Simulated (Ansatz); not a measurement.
The system is TePb.

```xyz
2
Lattice="0.0000 3.2310 3.2310 3.2310 0.0000 3.2310 3.2310 3.2310 0.0000" Properties=species:S:1:pos:R:3 pbc="T T T"
Pb    0.0000    0.0000    0.0000
Te    3.2310    3.2310    3.2310
```

| Item | Value |
| --- | --- |
| Program | Ansatz 0.2.0 |
| Task | single point |
| Functional | PBE |
| Potentials or basis | all-electron LAPW, scalar-relativistic |
| Cutoff | 179 eV (chosen from the basis error) |
| Basis error allowed | 0.001 eV/atom |
| k mesh | 7 × 7 × 7 |
| Occupations | fermi-dirac, width 0.05 eV |
| Spin | no spin polarisation |

On this cell: pressure 2.1 GPa; largest force zero by symmetry; band gap on the k mesh not listed.

The same run follows on a disturbed copy (atoms moved at random, drawn with an rms of 0.05 Å):

```
Pb Te
1.0
     0.00000    3.23100    3.23100
     3.23100    0.00000    3.23100
     3.23100    3.23100    0.00000
Pb Te
1 1
Direct
  0.99209 0.00797 0.99531
  0.50633 0.50811 0.49049
```

**Question.** What does the disturbed cell give?

**Answer.** The energy moves by +0.5 meV/atom; pressure 2.2 GPa; largest force 0.036 eV/Å; band gap on the k mesh 1.01 eV, direct.

Forces on the atoms (eV/Å):
```
Pb  -0.009  0.019  0.029
Te   0.009 -0.019 -0.029
```

Caveats: spin-orbit coupling is left out, which as a rule narrows the gap of such compounds by several tenths of an eV (some runs); an odd mesh through Γ misses points on the zone boundary, where band edges often lie (some runs).
